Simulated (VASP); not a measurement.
A run of VASP 6.6.1 is set up as follows.

INCAR

```
PREC = Accurate
ENCUT = 600
EDIFF = 1E-6
ISMEAR = 1
SIGMA = 0.1
LREAL = False
LASPH = True
NELM = 80
ALGO = Normal
ISIF = 3
LWAVE = False
LCHARG = False
GGA = CA
IBRION = 2
NSW = 90
EDIFFG = -0.01
KPAR = 2
```

The input KPOINTS:

```
regular mesh
0
Gamma
  10 10 10
```

POSCAR

```
Sb
1.0
    2.1542000000      1.2437279499      3.7580000000
   -2.1542000000      1.2437279499      3.7580000000
    0.0000000000     -2.4874558998      3.7580000000
Sb
2
Direct
    0.2334900000      0.2334900000      0.2334900000
    0.7665100000      0.7665100000      0.7665100000
```

Potentials or basis: VASP PAW LDA potentials, release 64 (Sb).

The run is started by

```sh
$ cat potpaw_LDA.64/Sb/POTCAR > POTCAR
$ mpirun -np 2 vasp_std > vasp.out
```

Predict the space group after relaxing (to 0.05 Å).

R-3m (No. 166).

Predict the relaxed cell.

a = 4.420 Å, b = 4.420 Å, c = 4.420 Å, α = 58.22°, β = 58.22°, γ = 58.22°.

Step by step:
```csv
step,energy change (eV),largest force (eV/Å),pressure (GPa),volume (Å³)
1,0.0000,0.1054,-0.91,60.41
2,-0.0046,0.1897,0.42,58.93
3,-0.0047,0.1818,0.29,59.06
4,-0.0085,0.1011,0.21,58.81
5,-0.0105,0.0049,0.13,58.48
6,-0.0105,0.0027,0.12,58.45
7,-0.0105,0.0115,-0.14,58.71
8,-0.0105,0.0073,-0.02,58.59
9,-0.0105,0.0072,-0.02,58.59
10,-0.0105,0.0009,0.00,58.58
```

Spin-orbit coupling is left out, which matters for the levels of Sb. LDA usually gives volumes a few per cent too small.
